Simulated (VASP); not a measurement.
# Sc12H (a cell with a defect) in VASP: single point with PBE

Aim: the single point of Sc12H (a cell with a defect) with PBE.

Everything below comes from runs of VASP 6.6.1. Logs are shortened: lines on timing, memory, paths and dates and some standing lists are left out, and cuts for length are marked.

## Step 1: Starting point

The cell holds a defect, 13 atoms: a = 6.620 Å, b = 9.930 Å, c = 5.276 Å, α = 90.00°, β = 90.00°, γ = 120.00°.

The cell was built by a generator and needn't be a form met in nature.

## Step 2: Single point, PBE

Input file INCAR:

```
SYSTEM = Sc12H
PREC     = Accurate       ! precision mode
ENCUT    = 520            ! plane-wave cutoff, eV
EDIFF    = 1E-6           ! SCF threshold, eV
ISMEAR   = 0              ! smearing method
SIGMA    = 0.15           ! smearing width, eV
LREAL    = .False.        ! projectors in reciprocal space
LASPH    = .True.         ! aspherical terms in the spheres
NELM     = 100            ! most SCF steps
ALGO     = Fast           ! electronic algorithm
ISIF     = 2              ! what is computed and relaxed
LWAVE    = .False.        ! write WAVECAR
LCHARG   = .False.        ! write CHGCAR
GGA      = PE             ! functional
NBANDS   = 78             ! bands
```

Input file KPOINTS:

```
Automatic mesh
0
Gamma
  4 3 4
  0 0 0
```

Input file POSCAR:

```
Sc12H
1.0
    6.6200000000      0.0000000000      0.0000000000
   -4.9650000000      8.5996320000      0.0000000000
    0.0000000000      0.0000000000      5.2761400000
Sc H
12 1
Direct
   -0.0005020123     -0.0000455833     -0.0001707688
    0.1680005056      0.2228854677      0.4998646738
   -0.0002430918      0.3337628866     -0.0001766443
    0.1594121020      0.5529208692      0.4996713506
   -0.0006743381      0.6658283750     -0.0002492352
    0.1669633676      0.8897177228      0.4998641052
    0.4999301396     -0.0006321201     -0.0001806245
    0.6643946457      0.2210156202      0.4998481845
    0.5008562209      0.3340634809     -0.0001798663
    0.6696336427      0.5530420371      0.4996772262
    0.5000405828      0.6668563259     -0.0004520350
    0.6713118657      0.8951666769      0.4996986433
    0.5004034497      0.6675330991      0.4997263151
```

Potentials or basis: VASP PAW PBE potentials, release 64 (Sc_sv, H).

Started as:

```console
$ cat potpaw_PBE.64/Sc_sv/POTCAR potpaw_PBE.64/H/POTCAR > POTCAR
$ mpirun -np 1 vasp_std > vasp.out
```

OUTCAR:

```text
SYSTEM = Sc12H
   PREC = Accurate
   ENCUT = 520
   EDIFF = 1E-6
   ISMEAR = 0
   LREAL = .False.
   LASPH = .True.
   NELM = 100
   ISIF = 2
   GGA = PE

 ion  position               nearest neighbor table
   1  0.999  1.000  1.000-  12 3.24  12 3.24   6 3.26   6 3.26   2 3.26   2 3.26   7 3.30  11 3.31
                             3 3.31   7 3.32   5 3.32   9 3.32
   2  0.168  0.223  0.500-   9 3.26   9 3.26   1 3.26   1 3.26   3 3.26   3 3.26  12 3.27   8 3.30
                            10 3.30   6 3.30   4 3.31   8 3.32
   3  1.000  0.334  1.000-   4 3.24   4 3.24   2 3.26   2 3.26   8 3.26   8 3.26   5 3.30   9 3.30
                            11 3.31   1 3.31   7 3.31   9 3.32
   4  0.159  0.553  0.500-  13 1.95   3 3.24  10 3.24   3 3.24   5 3.24   5 3.24  11 3.28  11 3.28
                             8 3.29   2 3.31   6 3.32  10 3.38  12 3.39
   5  0.999  0.666  1.000-   4 3.24   4 3.24  10 3.25  10 3.25   6 3.27   6 3.27   9 3.30   3 3.30
                            11 3.31  11 3.31   7 3.31   1 3.32
   6  0.167  0.890  0.500-   1 3.26   1 3.26   7 3.26   7 3.26   5 3.27   5 3.27   8 3.29   2 3.30
                            12 3.31  12 3.31  10 3.32   4 3.32
   7  0.500  0.999  1.000-  12 3.24  12 3.24   8 3.25   8 3.25   6 3.26   6 3.26  11 3.30   1 3.30
                             5 3.31   3 3.31   1 3.32   9 3.32
   8  0.664  0.221  0.500-   7 3.25   7 3.25   9 3.26   9 3.26  12 3.26   3 3.26   3 3.26  10 3.28
                             4 3.29   6 3.29   2 3.30   2 3.32
   9  0.501  0.334  1.000-  10 3.24  10 3.24   2 3.26   2 3.26   8 3.26   8 3.26   5 3.30   3 3.30
                            11 3.31   3 3.32   1 3.32   7 3.32
  10  0.670  0.553  0.500-  13 1.95   9 3.24   9 3.24   4 3.24   5 3.25   5 3.25   8 3.28  11 3.28
                            11 3.28   2 3.30   6 3.32   4 3.38  12 3.39
  11  0.500  0.667  1.000-  10 3.28   4 3.28  10 3.28   4 3.28  12 3.29  12 3.29   7 3.30   1 3.31
                             9 3.31   5 3.31   3 3.31   5 3.31
  12  0.671  0.895  0.500-  13 1.96   7 3.24   7 3.24   1 3.24   1 3.24   8 3.26   2 3.27  11 3.29
                            11 3.29   6 3.31   6 3.31  10 3.39   4 3.39
  13  0.500  0.668  0.500-  10 1.95   4 1.95  12 1.96

  LATTYP: Found a simple monoclinic cell.
 ALAT       =     6.6200000000
 B/A-ratio  =     0.7970000000
 C/A-ratio  =     1.3228756170
 COS(beta)  =    -0.1889822420

  Lattice vectors:

 A1 = (   6.6200000000,   0.0000000000,   0.0000000000)
 A2 = (   0.0000000000,   0.0000000000,   5.2761400000)
 A3 = (  -1.6550000000,  -8.5996320000,   0.0000000000)

Analysis of symmetry for initial positions (statically):
=====================================================================
 Subroutine PRICEL returns:
 Original cell was already a primitive cell.

 Routine SETGRP: Setting up the symmetry group for a
 simple monoclinic supercell.

 Subroutine GETGRP returns: Found  1 space group operations
 (whereof  1 operations were pure point group operations)
 out of a pool of  4 trial point group operations.

The static configuration has the point symmetry C_1 .

Analysis of symmetry for dynamics (positions and initial velocities):
=====================================================================
 Subroutine PRICEL returns:
 Original cell was already a primitive cell.

 Routine SETGRP: Setting up the symmetry group for a
 simple monoclinic supercell.

 Subroutine GETGRP returns: Found  1 space group operations
 (whereof  1 operations were pure point group operations)
 out of a pool of  4 trial point group operations.

The dynamic configuration has the point symmetry C_1 .

 Subroutine INISYM returns: Found  1 space group operations
 (whereof  1 operations are pure point group operations),
 and found     1 'primitive' translations

----------------------------------------------------------------------------------------

                                     Primitive cell

  volume of cell :     300.3683

  direct lattice vectors                    reciprocal lattice vectors
     6.620000000  0.000000000  0.000000000     0.151057402  0.087213034  0.000000000
    -4.965000000  8.599632000  0.000000000     0.000000000  0.116284046  0.000000000
     0.000000000  0.000000000  5.276140000     0.000000000  0.000000000  0.189532499

  length of vectors
     6.620000000  9.929999775  5.276140000     0.174426065  0.116284046  0.189532499

  position of ions in fractional coordinates (direct lattice)
     0.999497988  0.999954417  0.999829231
[... 47 lines left out ...]
  Shift w.r.t. Gamma in fractional coordinates (k-lattice)
     0.000000000  0.000000000  0.000000000

 Subroutine IBZKPT returns following result:
 ===========================================

 Found     26 irreducible k-points:

 Following reciprocal coordinates:
            Coordinates               Weight
  0.000000  0.000000  0.000000      1.000000
  0.250000  0.000000  0.000000      2.000000
  0.500000  0.000000  0.000000      1.000000
  0.000000  0.333333  0.000000      2.000000
  0.250000  0.333333  0.000000      2.000000
  0.500000  0.333333  0.000000      2.000000
[... 16 lines left out ...]
  0.000000  0.333333  0.500000      2.000000
  0.250000  0.333333  0.500000      2.000000
 [... further k-points ...]
   k-points           NKPTS =     26   k-points in BZ     NKDIM =     26   number of bands    NBANDS=     78
   number of dos      NEDOS =    301   number of ions     NIONS =     13
   total plane-waves  NPLWV = 160000
   dimension x,y,z NGX =    50 NGY =   80 NGZ =   40
   dimension x,y,z NGXF=   100 NGYF=  160 NGZF=   80
   ions per type =              12   1
   NGX,Y,Z   is equivalent  to a cutoff of  12.56, 13.39, 12.60 a.u.
   NGXF,Y,Z  is equivalent  to a cutoff of  25.11, 26.79, 25.21 a.u.
 SYSTEM =  Sc12H
   PREC   = accura    normal or accurate (medium, high low for compatibility)
   ISTART =      0    job   : 0-new  1-cont  2-samecut
   ICHARG =      2    charge: 1-file 2-atom 10-const
   ISPIN  =      1    spin polarized calculation?
   LNONCOLLINEAR =      F non collinear calculations
   LSORBIT =      F    spin-orbit coupling
   LASPH  =      T    aspherical Exc in radial PAW
   ENCUT  =  520.0 eV  38.22 Ry    6.18 a.u.  12.31 18.46  9.81*2*pi/ulx,y,z
   NELM   =    100;   NELMIN=  2; NELMDL= -5     # of ELM steps
   EDIFF  = 0.1E-05   stopping-criterion for ELM
   LREAL  =      F    real-space projection
   EDIFFG = 0.1E-04   stopping-criterion for IOM
   NSW    =      0    number of steps for IOM
   IBRION =     -1    ionic relax: 0-MD 1-quasi-New 2-CG
   NFREE  =      0    steps in history (QN), initial steepest desc. (CG)
   ISIF   =      2    stress and relaxation
   ISYM   =      2    0-nonsym 1-usesym 2-fastsym
   POTIM  = 0.5000    time-step for ionic-motion
   TEBEG  =    0.0;   TEEND  =   0.0 temperature during run
   PSTRESS=    0.0 pullay stress
   NELECT =     133.0000    total number of electrons
   NUPDOWN=      -1.0000    fix difference up-down
   EMIN   =  10.00;   EMAX   =-10.00  energy-range for DOS
   EFERMI =   0.00;   METHOD = LEGACY
   ISMEAR =     0;   SIGMA  =   0.15  broadening in eV -4-tet -1-fermi 0-gaus
   EFERMI_NEDOS =   21; number of points for ismear=-14 and -15
   IALGO  =     68    algorithm
   IMIX   =      4    mixing-type and parameters
     AMIX     =   0.40;   BMIX     =  1.00
     AMIX_MAG =   1.60;   BMIX_MAG =  1.00
  volume/ion in A,a.u.               =      23.11       155.92
  Fermi-wavevector in a.u.,A,eV,Ry     =   1.247788  2.357977 21.183915  1.556974
  Thomas-Fermi vector in A             =   2.381904
   LORBIT       =      0    0 simple, 1 ext, 2 COOP (PROOUT), +10 PAW based schemes
   GGA     = PE    functional components
   LHFCALC =     F    Hartree Fock is set to
   AEXX    =    0.0000 exact exchange contribution
   IVDW    =     0    specifies the selected vdW correction
   LEPSILON=     F    determine dielectric tensor
   LRPA    =     F    only Hartree local field effects (RPA)
 non-spin polarized calculation
 RMM-DIIS sequential band-by-band and
 Gauss-broadening in eV      SIGMA  =   0.15
  energy-cutoff  :      520.00
  volume of cell :      300.37
 maximum number of plane-waves:      8108
 NGX is ok and might be reduce to    50
   NGX = 25   NGY = 37   NGZ = 19

 number of electron     133.0000004 magnetization

 Free energy of the ion-electron system (eV)
  ---------------------------------------------------
  ext. energy  EPLUGINS =         0.00000000
  ---------------------------------------------------
  free energy    TOTEN  =       -79.38211232 eV

  energy without entropy =      -79.14286871  energy(sigma->0) =      -79.26249052

 E-fermi :   3.6363     XC(G=0):  -9.8580

 val. band max:        3.6352979904   @ k =  -0.2500  -0.3333   0.2500
 cond. band min:       3.6418279639   @ k =  -0.2500   0.3333   0.0000
 fundamental gap:      0.0065299735
 Fermi energy:         3.6363090600

 k-point     1 :       0.0000    0.0000    0.0000
  band No.  band energies     occupation
      1     -45.9998      2.00000
      2     -45.8093      2.00000
      3     -45.7837      2.00000
      4     -45.7666      2.00000
      5     -45.7622      2.00000
      6     -45.7579      2.00000
[... 1933 lines left out ...]
     77       4.6049      0.00000
     78       4.6706      0.00000

 [... further k-points ...]

------------------------ aborting loop because EDIFF is reached ----------------------------------------

  FORCE on cell =-STRESS in cart. coord.  units (eV):
  Direction    XX          YY          ZZ          XY          YZ          ZX
  --------------------------------------------------------------------------------------
  -------------------------------------------------------------------------------------
  Total        1.1243432      0.9835501     -4.0191485     -0.0359723      0.0001910     -0.0001907
  in kB        5.9972938      5.2462972    -21.4383061     -0.1918775      0.0010187     -0.0010174
  external PRESSURE =      -3.3982383 kB  Pullay stress =       0.0000000 kB

 VOLUME and BASIS-vectors are now :
 -----------------------------------------------------------------------------
  energy-cutoff  :      520.00
  volume of cell :      300.37
      direct lattice vectors                 reciprocal lattice vectors
     6.620000000  0.000000000  0.000000000     0.151057402  0.087213034  0.000000000
    -4.965000000  8.599632000  0.000000000     0.000000000  0.116284046  0.000000000
     0.000000000  0.000000000  5.276140000     0.000000000  0.000000000  0.189532499

 POSITION                                       TOTAL-FORCE (eV/Angst)
 -----------------------------------------------------------------------------------
      1.65190      8.59924      5.27524         0.001568      0.006136     -0.000681
      0.00554      1.91673      2.63736         0.004629      0.007370     -0.001044
      4.96126      2.87024      5.27521        -0.004660     -0.006007     -0.000503
     -1.68994      4.75492      2.63634        -0.002440     -0.008232      0.000876
      3.30970      5.72588      5.27483         0.000286     -0.003464     -0.000413
     -3.31215      7.65124      2.63735        -0.000556     -0.001949     -0.001529
     -1.65232      8.59420      5.27519        -0.001313     -0.000236     -0.000557
      3.30095      1.90065      2.63727        -0.005597     -0.009746     -0.000769
      1.65704      2.87282      5.27519         0.003999     -0.000100     -0.000584
      1.68712      4.75596      2.63637         0.002634     -0.007277      0.000655
     -0.00067      5.73472      5.27376        -0.000058      0.001037      0.001880
     -0.00042      7.69810      2.63648         0.001455      0.012828      0.001031
     -0.00163      5.74054      2.63663         0.000051      0.009640      0.001638
 -----------------------------------------------------------------------------------
    total drift:                                0.000087     -0.000207      0.000160

  FREE ENERGIE OF THE ION-ELECTRON SYSTEM (eV)
  ---------------------------------------------------
  free  energy   TOTEN  =       -79.3821123236 eV

  energy  without entropy=      -79.1428687066  energy(sigma->0) =      -79.26249052
```

It took 14 min on 1 thread of Intel Xeon 6975P-C (Granite Rapids), shared host; peak memory 0.67 GiB.

What came out:

- Free energy: -79.3821 eV
- Pressure: -0.3 GPa
- Largest force: 0.013 eV/Å
- Band gap on the k mesh: none (metal or under the smearing width)

Forces on the atoms (eV/Å):
```
Sc   0.002  0.006 -0.001
Sc   0.005  0.007 -0.001
Sc  -0.005 -0.006 -0.001
Sc  -0.002 -0.008  0.001
Sc   0.000 -0.003  0.000
Sc  -0.001 -0.002 -0.002
Sc  -0.001  0.000 -0.001
Sc  -0.006 -0.010 -0.001
Sc   0.004  0.000 -0.001
Sc   0.003 -0.007  0.001
Sc   0.000  0.001  0.002
Sc   0.001  0.013  0.001
H    0.000  0.010  0.002
```

Stress tensor (GPa, compression positive):
```
 0.60 -0.02  0.00
-0.02  0.52  0.00
 0.00  0.00 -2.14
```

Levels at points of the mesh, in eV from the Fermi level:
| k point | band 64 | band 65 | band 66 | band 67 | band 68 | band 69 | band 70 | band 71 | band 72 | band 73 |
| --- | --- | --- | --- | --- | --- | --- | --- | --- | --- | --- |
| (0.00, 0.00, 0.00) | -0.53 | -0.48 | -0.44 | -0.29 | -0.28 | 0.00 | 0.11 | 0.37 | 1.05 | 1.10 |
| (0.50, 0.00, 0.00) | -0.44 | -0.43 | -0.38 | -0.29 | -0.26 | 0.11 | 0.19 | 0.37 | 0.46 | 0.95 |
| (0.00, 0.00, 0.50) | 0.11 | 0.13 | 0.14 | 0.16 | 0.17 | 0.20 | 0.22 | 0.67 | 0.71 | 0.72 |
| (0.50, 0.00, 0.50) | 0.13 | 0.19 | 0.26 | 0.28 | 0.30 | 0.32 | 0.33 | 0.33 | 0.35 | 0.39 |
